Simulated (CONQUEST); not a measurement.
Crystal: I.

```xyz
2
Lattice="3.2349 0.0000 0.0000 0.0000 3.2349 0.0000 0.0000 0.0000 8.5296" Properties=species:S:1:pos:R:3 pbc="T T T"
I     0.0000    0.0000    0.0000
I     1.6175    1.6175    4.2648
```

| Item | Value |
| --- | --- |
| Program | CONQUEST 1.3 |
| Task | single point |
| Functional | PBE |
| Potentials or basis | PseudoDojo NC PBE, DZP, grid cutoff 120 Ha |
| k mesh | 8 × 8 × 3 |
| Occupations | fermi-dirac, width 0.05 eV |
| Spin | no spin polarisation |

On this cell: pressure 0.7 GPa; largest force under 0.003 eV/Å; band gap on the k mesh none (metal or under the smearing width).

The same run follows on a disturbed copy (atoms of the box moved at random, drawn with an rms of 0.05 Å):

```
I
1.0
     3.23491    0.00000    0.00000
     0.00000    3.23491    0.00000
     0.00000    0.00000    8.52962
I
2
Direct
  0.00120 0.99989 0.00240
  0.51110 0.51963 0.49796
```

Problem. What changes?

Solution. The energy (extrapolated to zero smearing) moves by +0.3 meV/atom; pressure 0.8 GPa; largest force 0.008 eV/Å; band gap on the k mesh none (metal or under the smearing width).

Forces on the atoms (eV/Å):
```
I   -0.002  0.004 -0.007
I   -0.003 -0.003  0.006
```

Stress tensor (GPa, compression positive):
```
 1.47  0.00  0.00
 0.00  1.48  0.00
 0.00  0.00 -0.62
```

Caveats: the basis of atomic orbitals isn't converged, which shifts pressures, moduli and gaps; the box holds several primitive cells, so bands are folded and the points are those of the box's own zone (some runs); this functional lacks dispersion, which binds the layers, so the pressure and a relaxed spacing across them are unreliable (some runs).
